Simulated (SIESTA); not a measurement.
The system is PtS2.

```
CELL_PARAMETERS angstrom
3.54320 0.00000 0.00000
-1.77160 3.06850 0.00000
0.00000 0.00000 5.03880
ATOMIC_POSITIONS crystal
Pt 0.00000 0.00000 0.00000
S 0.66667 0.33333 0.77300
S 0.33333 0.66667 0.22700
```

Base run:

* Program: SIESTA 5.4.2
* Functional: PBE
* Potentials or basis: PseudoDojo 0.4 standard (PBE files)
* Basis: TZDP (energy shift 0.003 Ry; two zetas on semicore shells)
* Grid cutoff: 800 Ry
* Energy shift: 0.003 Ry
* k mesh: 9 × 9 × 5
* Occupations: fermi-dirac, width 0.05 eV
* Spin: no spin polarisation

Its results: band gap on the k mesh 0.98 eV, indirect (least direct gap 1.03 eV); pressure 13.7 GPa; largest force 1.674 eV/Å.

Question: After a change of settings the same cell gave: band gap on the k mesh 0.71 eV, indirect (least direct gap 1.01 eV); pressure 33.0 GPa; largest force 3.991 eV/Å. Which change was it?
A. basis from TZDP (energy shift 0.003 Ry; two zetas on semicore shells) to DZ (energy shift 0.003 Ry; two zetas on semicore shells)
B. basis from TZDP (energy shift 0.003 Ry; two zetas on semicore shells) to SZ (energy shift 0.003 Ry)
C. basis from TZDP (energy shift 0.003 Ry; two zetas on semicore shells) to TZP (energy shift 0.003 Ry; two zetas on semicore shells)
D. basis from TZDP (energy shift 0.003 Ry; two zetas on semicore shells) to DZDP (energy shift 0.003 Ry; two zetas on semicore shells)

Answer: B.

Caveats: short orbitals over semicore shells can move pressures by several GPa; spin-orbit coupling is left out, which moves the levels of the heavy elements; an odd mesh through Γ misses points on the zone boundary, where band edges often lie; the basis of atomic orbitals isn't converged, which shifts pressures, moduli and gaps; forces of over 1 eV/Å show positions far from the minimum, so gaps and moduli don't describe the material at rest; the basis has no polarisation orbitals (some runs); a pressure of tens of GPa on the cell as given is suspect, and the run, the potentials or the cell itself is likely at fault (some runs).
